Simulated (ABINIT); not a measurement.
# CoO (I4/mmm) in ABINIT: further runs, part 2 of 2

ABINIT 10.8.3 (patched build). The steps go on from the part before.

## (4) Single point, WC, collinear spin, ferromagnetic start

Contents of run.abi:

```
pp_dirpath "./"
pseudos "Co.GGA_PBE-JTH.xml, O.GGA_PBE-JTH.xml"

acell 2.9981027643 2.9981027643 2.9981027643 Angstrom
rprim
    -0.5029847602     0.5029847602     0.7028603432
     0.5029847602    -0.5029847602     0.7028603432
     0.5029847602     0.5029847602    -0.7028603432
ntypat 2
znucl 27 8
natom 2
typat 1 2
xred
     0.0000000000     0.0000000000     0.0000000000
     0.5000000000     0.5000000000     0.0000000000

ecut 843.552974 eV
pawecutdg 53.0
pawxcdev 0

kptopt 1
ngkpt 10 10 10
nshiftk 1
shiftk 0.0 0.0 0.0

ixc 23

nband 16
occopt 3
tsmear 0.05 eV

nsppol 2
spinat
     0.0000000000     0.0000000000     2.0000000000
     0.0000000000     0.0000000000     0.0000000000

nstep 100
tolvrs 1.0e-9

iomode 3
prtwf 0
prteig 0
prtebands 0
enunit 1
prtden 1
prtvha 1
prtvclmb 1
prtpot 1
```

Potentials or basis: JTH PAW PBE v2.0.

Run with:

```
$ abinit run.abi > log 2>&1
```

run.abo:

```text
.Version 10.8.3 of ABINIT
 Symmetries : space group I4/m m m (#139); Bravais tI (body-center tetrag.)
================================================================================
 Values of the parameters that define the memory need of the present run
     intxc =       0    ionmov =       0      iscf =      17    lmnmax =      18
     lnmax =       6     mgfft =      30  mpssoang =       3    mqgrid =    3001
     natom =       2  nloc_mem =       2    nspden =       2   nspinor =       1
    nsppol =       2      nsym =      16    n1xccc =       1    ntypat =       2
    occopt =       3   xclevel =       2
       mpw =        1078          nfft =       27000          nkpt =         102
 PAW method is used; the additional fine FFT grid is defined by:
   mgfftf=        40    nfftf =     64000
================================================================================
================================================================================

--------------------------------------------------------------------------------
------------- Echo of variables that govern the present computation ------------
--------------------------------------------------------------------------------
 -outvars: echo values of preprocessed input variables --------
            acell      5.6655931219E+00  5.6655931219E+00  5.6655931219E+00 Bohr
              amu      5.89332000E+01  1.59994000E+01
             ecut      3.10000000E+01 Hartree
           enunit           1
                       outvar_i_n : Printing only first  50 k-points.
              ixc          23
                       outvar_i_n : Printing only first  50 k-points.
         kptrlatt       10    0    0      0   10    0      0    0   10
          kptrlen      5.66559312E+01
            natom           2
            nband          16
            ngfft          30      30      30
          ngfftdg          40      40      40
             nkpt         102
           nspden           2
           nsppol           2
            nstep         100
             nsym          16
           ntypat           2
                       prtocc : prtvol=0, do not print more k-points.
                       1.000000  1.000000  1.000000  1.000000  1.000000  1.000000
                       1.000000  1.000000  1.000000  1.000000  1.000000  1.000000
                       0.000000  0.000000  0.000000  0.000000
                       1.000000  1.000000  1.000000  1.000000  1.000000  1.000000
                       1.000000  1.000000  1.000000  1.000000  1.000000  1.000000
                       0.000000  0.000000  0.000000  0.000000
                       1.000000  1.000000  1.000000  1.000000  1.000000  1.000000
                       1.000000  1.000000  1.000000  1.000000  1.000000  1.000000
                       0.000000  0.000000  0.000000  0.000000
                       1.000000  1.000000  1.000000  1.000000  1.000000  1.000000
                       1.000000  1.000000  1.000000  1.000000  1.000000  1.000000
                       0.000000  0.000000  0.000000  0.000000
                       1.000000  1.000000  1.000000  1.000000  1.000000  1.000000
                       1.000000  1.000000  1.000000  1.000000  1.000000  1.000000
                       0.000000  0.000000  0.000000  0.000000
                       1.000000  1.000000  1.000000  1.000000  1.000000  1.000000
                       1.000000  1.000000  1.000000  1.000000  1.000000  1.000000
[... 118 lines left out ...]
                       1.000000  1.000000  1.000000  1.000000  1.000000  1.000000
                       1.000000  1.000000  1.000000  1.000000  1.000000  1.000000
                       0.000000  0.000000  0.000000  0.000000
                       1.000000  1.000000  1.000000  1.000000  1.000000  1.000000
                       1.000000  1.000000  1.000000  1.000000  1.000000  1.000000
                       0.000000  0.000000  0.000000  0.000000
                       1.000000  1.000000  1.000000  1.000000  1.000000  1.000000
                       1.000000  1.000000  1.000000  1.000000  1.000000  1.000000
                       0.000000  0.000000  0.000000  0.000000
                       1.000000  1.000000  1.000000  1.000000  1.000000  1.000000
                       1.000000  1.000000  1.000000  1.000000  1.000000  1.000000
                       0.000000  0.000000  0.000000  0.000000
                       1.000000  1.000000  1.000000  1.000000  1.000000  1.000000
                       1.000000  1.000000  1.000000  1.000000  1.000000  1.000000
                       0.000000  0.000000  0.000000  0.000000
                       prtocc : prtvol=0, do not print more k-points.
           occopt           3
        pawecutdg      5.30000000E+01 Hartree
         pawxcdev           0
        prtebands           0
[... 160 lines left out ...]
 ----iterations are completed or convergence reached----

 Mean square residual over all n,k,spin=   54.128E-09; max=  70.928E-06
 reduced coordinates (array xred) for    2 atoms
       0.000000000000      0.000000000000      0.000000000000
       0.500000000000      0.500000000000      0.000000000000
 rms dE/dt=  0.0000E+00; max dE/dt=  0.0000E+00; dE/dt below (all hartree)
    1       0.000000000000      0.000000000000      0.000000000000
    2       0.000000000000      0.000000000000      0.000000000000

 cartesian coordinates (angstrom) at end:
    1      0.00000000000000     0.00000000000000     0.00000000000000
    2      0.00000000000000     0.00000000000000     2.10724753786477

 cartesian forces (hartree/bohr) at end:
    1     -0.00000000000000    -0.00000000000000    -0.00000000000000
    2     -0.00000000000000    -0.00000000000000    -0.00000000000000
 frms,max,avg= 0.0000000E+00 0.0000000E+00   0.000E+00  0.000E+00  0.000E+00 h/b

 cartesian forces (eV/Angstrom) at end:
    1     -0.00000000000000    -0.00000000000000    -0.00000000000000
    2     -0.00000000000000    -0.00000000000000    -0.00000000000000
 frms,max,avg= 0.0000000E+00 0.0000000E+00   0.000E+00  0.000E+00  0.000E+00 e/A
 length scales=  5.665593121854  5.665593121854  5.665593121854 bohr
              =  2.998102764300  2.998102764300  2.998102764300 angstroms
 Fermi (or HOMO) energy (eV) =  10.34716   Average Vxc (eV)= -12.29853
 Eigenvalues (   eV  ) for nkpt= 102  k points, SPIN UP:
 kpt#   1, nband= 16, wtk=  0.00100, kpt=  0.0000  0.0000  0.0000 (reduced coord)
 -86.29257  -49.71429  -49.64908  -49.64908   -9.94098    7.07000    7.08435    7.08487
   7.10779    7.10779    7.21944    7.21944    7.32815   11.20057   26.92216   28.26001
 prteigrs : prtvol=0 or 1, do not print more k-points.

 Eigenvalues (   eV  ) for nkpt= 102  k points, SPIN DOWN:
 kpt#   1, nband= 16, wtk=  0.00100, kpt=  0.0000  0.0000  0.0000 (reduced coord)
 -83.28378  -46.76705  -46.73754  -46.73754   -9.43462    7.62035    7.67675    7.67675
   9.20144    9.20144    9.24716   10.28044   10.30420   11.78638   26.91029   28.85019
 prteigrs : prtvol=0 or 1, do not print more k-points.

--- !EnergyTerms
iteration_state     : {dtset: 1, }
comment             : Components of total free energy in Hartree
kinetic             :  1.91930020617898E+01
hartree             :  4.21651714581699E+01
xc                  : -5.96902321670645E+00
Ewald energy        : -1.06646217895261E+02
psp_core            :  3.50504041554871E+00
local_psp           : -1.41648352357529E+02
PAW spherical_terms :  2.68897496934534E+01
internal            : -1.62510629840535E+02
'-kT*entropy'       : -1.22343966588450E-03
total_energy        : -1.62511853280200E+02
total_energy_eV     : -4.42217280915773E+03
...

--- !EnergyTermsDC
iteration_state     : {dtset: 1, }
comment             : '"Double-counting" decomposition of free energy'
band_energy         : -1.41974841465686E+01
Ewald energy        : -1.06646217895261E+02
psp_core            :  3.50504041554871E+00
xc_dc               : -4.03382451327795E+01
PAW spherical_terms : -4.83372449935309E+00
internal            : -1.62510631258413E+02
'-kT*entropy'       : -1.22343966588450E-03
total_energy_dc     : -1.62511854698079E+02
total_energy_dc_eV  : -4.42217284774017E+03
...

--- !EnergyTermsWithPAWCore
iteration_state     : {dtset: 1, }
comment             : 'Components of total free energy, including PAW core contributions'
Total energy        : -1.46815226716176E+03
Total energy DC     : -1.46815226857963E+03
Total energy (eV)   : -3.99504584096512E+04
Total energy DC (eV): -3.99504584482337E+04
...

 Cartesian components of stress tensor (hartree/bohr^3)
  sigma(1 1)=  3.22086284E-04  sigma(3 2)=  0.00000000E+00
  sigma(2 2)=  3.22086284E-04  sigma(3 1)=  0.00000000E+00
  sigma(3 3)=  3.12243496E-04  sigma(2 1)=  0.00000000E+00

-Cartesian components of stress tensor (GPa)         [Pressure= -9.3796E+00 GPa]
- sigma(1 1)=  9.47610564E+00  sigma(3 2)=  0.00000000E+00
- sigma(2 2)=  9.47610564E+00  sigma(3 1)=  0.00000000E+00
- sigma(3 3)=  9.18652081E+00  sigma(2 1)=  0.00000000E+00

== END DATASET(S) ==============================================================
================================================================================

 -outvars: echo values of variables after computation  --------
            acell      5.6655931219E+00  5.6655931219E+00  5.6655931219E+00 Bohr
           etotal     -1.6251185470E+02
            fcart     -0.0000000000E+00 -0.0000000000E+00 -0.0000000000E+00
                      -0.0000000000E+00 -0.0000000000E+00 -0.0000000000E+00
            rprim     -5.0298476020E-01  5.0298476020E-01  7.0286034320E-01
                       5.0298476020E-01 -5.0298476020E-01  7.0286034320E-01
                       5.0298476020E-01  5.0298476020E-01 -7.0286034320E-01
           strten      3.2208628410E-04  3.2208628410E-04  3.1224349590E-04
                       0.0000000000E+00  0.0000000000E+00  0.0000000000E+00
           xangst      0.0000000000E+00  0.0000000000E+00  0.0000000000E+00
                       3.3629806150E-17  3.3629806150E-17  2.1072475379E+00
             xred      0.0000000000E+00  0.0000000000E+00  0.0000000000E+00
                       5.0000000000E-01  5.0000000000E-01  2.2300932461E-17
 Calculation completed.
```

It took 4.3 min on 1 thread of Intel Xeon Platinum 8375C at 2.90GHz (Ice Lake), shared host; peak memory 0.21 GiB.

What came out:

```
Free energy                                           : -4422.1728 eV
Pressure                                              : -9.4 GPa
Band gap on the k mesh                                : none (metal or under the smearing width)
Net moment                                            : 2.90 μB per cell
Site moments                                          : Co +2.54; O +0.28 μB
Valence electrons inside the program's atomic spheres : Co 15.27; O 4.50
```

Caveat: the PAW data sets were made with another functional, which shifts forces and pressure a little; a cell with one magnetic atom can't hold antiferromagnetic order, which such compounds often take; semilocal functionals often make such compounds metallic where correlation or magnetic order opens a gap, which also shifts bond lengths.

## (5) Overview

| level | gap on the mesh (eV) | pressure (GPa) | moment (μB) |
| --- | --- | --- | --- |
| revPBE | none | 3.5 | 2.93 |
| PW91 | none | -1.7 | 2.88 |
| WC | none | -9.4 | 2.90 |

Alike in all rows: task single point; potentials or basis JTH PAW PBE v2.0; spin collinear, ferromagnetic start; cell as given; k mesh 10 × 10 × 10; cutoff (eV) 844; smearing fermi-dirac 0.05 eV.

Every run on the cell as given and a fine mesh finds a metal. The pressure there spans -9.4 GPa (WC) to 3.5 GPa (revPBE); a positive pressure means that this level wants a larger cell, a negative one a smaller.

Caveats: the PAW data sets were made with another functional, which shifts forces and pressure a little; a cell with one magnetic atom can't hold antiferromagnetic order, which such compounds often take; semilocal functionals often make such compounds metallic where correlation or magnetic order opens a gap, which also shifts bond lengths.

Absolute energies hang on the potentials; compare differences alone.
